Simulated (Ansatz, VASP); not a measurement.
# Ti in VASP and in Ansatz

```
CELL_PARAMETERS angstrom
0.00000 2.03000 2.03000
2.03000 0.00000 2.03000
2.03000 2.03000 0.00000
ATOMIC_POSITIONS crystal
Ti 0.00000 0.00000 0.00000
```

This isn't the form of Ti at room conditions, which is hcp.

Alike in both runs: task single point; functional r2SCAN; k mesh 12 × 12 × 12; occupations fermi-dirac, width 0.15 eV; no spin polarisation.

```csv
,VASP,Ansatz
version,VASP 6.6.1,Ansatz 0.2.0
potentials or method,"VASP PAW PBE potentials, release 64 (Ti_sv)","plane waves, PAW"
plane-wave cutoff (eV),520,600
valence electrons in the cell,12,12
```

|  | VASP | Ansatz | Ansatz less VASP |
| --- | --- | --- | --- |
| pressure (GPa) | 5.3 | 4.9 | -0.41 |

Caveats: the PAW data sets were made with another functional, which shifts forces and pressure a little (VASP).
